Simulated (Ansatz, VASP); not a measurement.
# Si3O2: VASP beside Ansatz

The input INCAR:

```
SYSTEM = Si3O2
  PREC = Accurate
  ENCUT = 520
  EDIFF = 1E-6
  ISMEAR = 0
  SIGMA = 0.1
  LREAL = .FALSE.
  LASPH = .TRUE.
  NELM = 60
  ALGO = Normal
  ISIF = 2
  LWAVE = .FALSE.
  LCHARG = .TRUE.
  GGA = PE
  LELF = .TRUE.
  LVHAR = .TRUE.
  NBANDS = 20
```

File KPOINTS:

```
Automatic mesh
0
G
  6 6 4
  0 0 0
```

POSCAR

```
Si3O2
1.0
    3.4779461800      0.0000000000      0.0000000000
   -1.7389730900      3.0119897400      0.0000000000
    0.0000000000      0.0000000000      5.4320498600
Si O
3 2
Direct
    0.2499999900      0.2499999900      0.0000000000
    0.7500000100      0.0000000000      0.0000000000
    0.0000000000      0.7500000100      0.0000000000
    0.3333333300      0.6666666700      0.2500000000
    0.6666666700      0.3333333300      0.7500000000
```

Input for Ansatz:

```yaml
crystal:
  lattice:
    - [3.47794618, 0.0, 0.0]
    - [-1.73897309, 3.01198974, 0.0]
    - [0.0, 0.0, 5.43204986]
  atoms:
    - { symbol: Si, position: [0.24999999, 0.24999999, 0.0] }
    - { symbol: Si, position: [0.75000001, 0.0, 0.0] }
    - { symbol: Si, position: [0.0, 0.75000001, 0.0] }
    - { symbol: O, position: [0.33333333, 0.66666667, 0.25] }
    - { symbol: O, position: [0.66666667, 0.33333333, 0.75] }
basis:
  ecutwfc: 420
kpoints:
  mp_grid: { grid: [6, 6, 4] }
hamiltonian:
  xc: pbe
scf:
  occupations: { method: gaussian, width: 0.1 }
  lower_state_search: "off"
output:
  forces: true
  stress: true
  eigenvalues: true
```

Change from the starting cell: species swapped into the Ce2O3 type (P321, No. 150).

Alike in both runs: task single point; functional PBE; k mesh 6 × 6 × 4; occupations gaussian, width 0.1 eV; no spin polarisation.

```csv
,VASP,Ansatz
version,VASP 6.6.1,Ansatz 0.2.0
potentials or method,"VASP PAW PBE potentials, release 64 (Si, O)","scalar-relativistic, plane waves, PAW"
plane-wave cutoff (eV),520,420
valence electrons in the cell,24,24
```

|  | VASP | Ansatz | Ansatz less VASP |
| --- | --- | --- | --- |
| gap on the k mesh at the Fermi level (eV) | none | none | - |
| rms of the force components (eV/Å) | 28.959 | 29.068 | +0.1094 |

Atom by atom the forces differ by 0.123 eV/Å (rms over components). A gap of «none» marks a metal or a gap that the smearing closes. The functional is the same, so the differences come from potentials, cutoffs and numerics.

Caveats: forces of over 1 eV/Å show positions far from the minimum, so gaps and moduli don't describe the material at rest.
